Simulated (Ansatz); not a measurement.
**CdF2: moving Cd off its site**

CdF2, Fm-3m, a = 5.298 Å. Ansatz: LDA, PAW, 420 eV, Γ-centred 8×8×8 mesh on 3 atoms, Gaussian smearing 0.05 eV; no spin polarisation.

```xyz
3
Lattice="0.0000 2.6488 2.6488 2.6488 0.0000 2.6488 2.6488 2.6488 0.0000" Properties=species:S:1:pos:R:3 pbc="T T T"
Cd    0.0000    0.0000    0.0000
F     1.3244    1.3244    1.3244
F     3.9732    3.9732    3.9732
```

Atom 1 (Cd) moves by x along the unit vector (0.577, 0.577, 0.577), with its periodic images; all else is held. y is the free energy of the cell over the start, F the force along the path summed over the moved atoms. Symmetry makes y even in x.

| x (Å) | y (meV) | F (eV/Å) |
| --- | --- | --- |
| -0.3000 | ? | ? |
| -0.1500 | 69.8 | 0.98 |
| 0.0000 | 0.0 | 0.00 |
| 0.0375 | 4.1 | -0.22 |
| 0.0750 | 16.7 | -0.45 |
| 0.1125 | 38.3 | -0.70 |
| 0.1875 | 112.6 | -1.30 |
| 0.2250 | 168.3 | -1.68 |
| 0.2625 | 239.4 | -2.12 |

**Question.** Fit y = c2 x² + c4 x⁴ to the energies of the other rows, give the force constant, and predict energy and force of the missing row.

**Answer.** Least squares on the rows shown. y = 2919.9 x² + 8035.4 x⁴. The force constant is 2 c2 = 5.84 eV/Å² (for all images moving together, not for a lone atom). The force −dy/dx at the missing row is 2.62 eV/Å (computed 2.65). At x = -0.3000 the fit asked for gives 327.9 meV. The run gave 328.6 meV, so the fit is 0.7 meV too low, a small miss on the scale of the series.